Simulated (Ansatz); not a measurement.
# C (Diamond): the cost of one run

Program: Ansatz 0.2.0. Level of theory: DFT, PBE, plane-wave PAW, default files, scalar-relativistic, as far as a step names no other. These are calculated values, not measurements.

### Step 1. Starting point

The structure is cubic, space group F-43m (No. 216). Conventional cell: a = 10.700 Å, b = 10.700 Å, c = 10.700 Å, α = 90.00°, β = 90.00°, γ = 90.00°. Around C (site symmetry m) lie 4 C at 1.54 Å. C (site symmetry 3m) is surrounded by 4 C at 1.54 Å. Around C (site symmetry 2mm) lie 4 C at 1.54 Å. C (site symmetry 3m) has 3 C at 1.54 Å as nearest neighbours. Only part of the 9 independent sites is listed.

Structure file:

```cif
data_structure
_symmetry_space_group_name_H-M 'F-43m'
_symmetry_Int_Tables_number 216
_cell_length_a 10.7002
_cell_length_b 10.7002
_cell_length_c 10.7002
_cell_angle_alpha 90.000
_cell_angle_beta 90.000
_cell_angle_gamma 90.000
_cell_volume 1225.12
loop_
_atom_site_label
_atom_site_type_symbol
_atom_site_symmetry_multiplicity
_atom_site_Wyckoff_symbol
_atom_site_fract_x
_atom_site_fract_y
_atom_site_fract_z
_atom_site_occupancy
C1 C 48 h 0.16667 0.00000 0.16667 1
C2 C 16 e 0.83333 0.33333 0.16667 1
C3 C 16 e 0.16667 0.16667 0.33333 1
C4 C 24 f 0.50000 0.16667 0.00000 1
C5 C 16 e 0.08333 0.41667 0.58333 1
C6 C 24 g 0.25000 0.41667 0.75000 1
C7 C 48 h 0.58333 0.25000 0.91667 1
C8 C 16 e 0.41667 0.08333 0.91667 1
C9 C 4 c 0.25000 0.25000 0.25000 1
```

The vacant site is at (0.000, 0.000, 0.000) in fractional coordinates of the input's cell.

### Step 2. Single point at the given positions

input.yaml reads:

```yaml
crystal:
  lattice:
    - [0.0, 5.35011, 5.35011]
    - [5.35011, 0.0, 5.35011]
    - [5.35011, 5.35011, 0.0]
  atoms:
    - { symbol: C, position: [0.0, 0.0, 0.3333333333] }
    - { symbol: C, position: [0.0, 0.0, 0.6666666667] }
    - { symbol: C, position: [0.0, 0.3333333333, 0.0] }
    - { symbol: C, position: [0.0, 0.3333333333, 0.3333333333] }
    - { symbol: C, position: [0.0, 0.3333333333, 0.6666666667] }
    - { symbol: C, position: [0.0, 0.6666666667, 0.0] }
    - { symbol: C, position: [0.0, 0.6666666667, 0.3333333333] }
    - { symbol: C, position: [0.0, 0.6666666667, 0.6666666667] }
    - { symbol: C, position: [0.3333333333, 0.0, 0.0] }
    - { symbol: C, position: [0.3333333333, 0.0, 0.3333333333] }
    - { symbol: C, position: [0.3333333333, 0.0, 0.6666666667] }
    - { symbol: C, position: [0.3333333333, 0.3333333333, 0.0] }
    - { symbol: C, position: [0.3333333333, 0.3333333333, 0.3333333333] }
    - { symbol: C, position: [0.3333333333, 0.3333333333, 0.6666666667] }
    - { symbol: C, position: [0.3333333333, 0.6666666667, 0.0] }
    - { symbol: C, position: [0.3333333333, 0.6666666667, 0.3333333333] }
    - { symbol: C, position: [0.3333333333, 0.6666666667, 0.6666666667] }
    - { symbol: C, position: [0.6666666667, 0.0, 0.0] }
    - { symbol: C, position: [0.6666666667, 0.0, 0.3333333333] }
    - { symbol: C, position: [0.6666666667, 0.0, 0.6666666667] }
    - { symbol: C, position: [0.6666666667, 0.3333333333, 0.0] }
    - { symbol: C, position: [0.6666666667, 0.3333333333, 0.3333333333] }
    - { symbol: C, position: [0.6666666667, 0.3333333333, 0.6666666667] }
    - { symbol: C, position: [0.6666666667, 0.6666666667, 0.0] }
    - { symbol: C, position: [0.6666666667, 0.6666666667, 0.3333333333] }
    - { symbol: C, position: [0.6666666667, 0.6666666667, 0.6666666667] }
    - { symbol: C, position: [0.0833333333, 0.0833333333, 0.0833333333], spin: 0.5 }
    - { symbol: C, position: [0.0833333333, 0.0833333333, 0.4166666667] }
    - { symbol: C, position: [0.0833333333, 0.0833333333, 0.75], spin: 0.5 }
    - { symbol: C, position: [0.0833333333, 0.4166666667, 0.0833333333] }
    - { symbol: C, position: [0.0833333333, 0.4166666667, 0.4166666667] }
    - { symbol: C, position: [0.0833333333, 0.4166666667, 0.75] }
    - { symbol: C, position: [0.0833333333, 0.75, 0.0833333333], spin: 0.5 }
    - { symbol: C, position: [0.0833333333, 0.75, 0.4166666667] }
    - { symbol: C, position: [0.0833333333, 0.75, 0.75] }
    - { symbol: C, position: [0.4166666667, 0.0833333333, 0.0833333333] }
    - { symbol: C, position: [0.4166666667, 0.0833333333, 0.4166666667] }
    - { symbol: C, position: [0.4166666667, 0.0833333333, 0.75] }
    - { symbol: C, position: [0.4166666667, 0.4166666667, 0.0833333333] }
    - { symbol: C, position: [0.4166666667, 0.4166666667, 0.4166666667] }
    - { symbol: C, position: [0.4166666667, 0.4166666667, 0.75] }
    - { symbol: C, position: [0.4166666667, 0.75, 0.0833333333] }
    - { symbol: C, position: [0.4166666667, 0.75, 0.4166666667] }
    - { symbol: C, position: [0.4166666667, 0.75, 0.75] }
    - { symbol: C, position: [0.75, 0.0833333333, 0.0833333333], spin: 0.5 }
    - { symbol: C, position: [0.75, 0.0833333333, 0.4166666667] }
    - { symbol: C, position: [0.75, 0.0833333333, 0.75] }
    - { symbol: C, position: [0.75, 0.4166666667, 0.0833333333] }
    - { symbol: C, position: [0.75, 0.4166666667, 0.4166666667] }
    - { symbol: C, position: [0.75, 0.4166666667, 0.75] }
    - { symbol: C, position: [0.75, 0.75, 0.0833333333] }
    - { symbol: C, position: [0.75, 0.75, 0.4166666667] }
    - { symbol: C, position: [0.75, 0.75, 0.75] }
magnetization:
  spin_polarized: true
total_charge: 1
kpoints:
  mp_grid: { grid: [3, 3, 3] }
scf:
  occupations: { method: fermi_dirac, width: 0.01 }
hamiltonian:
  xc: pbe
  pseudopotentials: { kind: paw }
output:
  forces: true
  stress: true
  populations: true
  efg: { contact_densities: true }
  write_density: true
  write_potential: true
  elf: true
  volumetric_format: npy
```

Run with:

```
$ ansatz run input.yaml --threads 1 --pin off --max-ram 3072MiB --backend cpu --events-out ev --progress --plain --runs-dir out
```

**Question.** How long does this run take on 1 thread of Arm Neoverse V2, shared host, and how much memory does it need?

About 87 s, with a peak of 0.84 GiB.
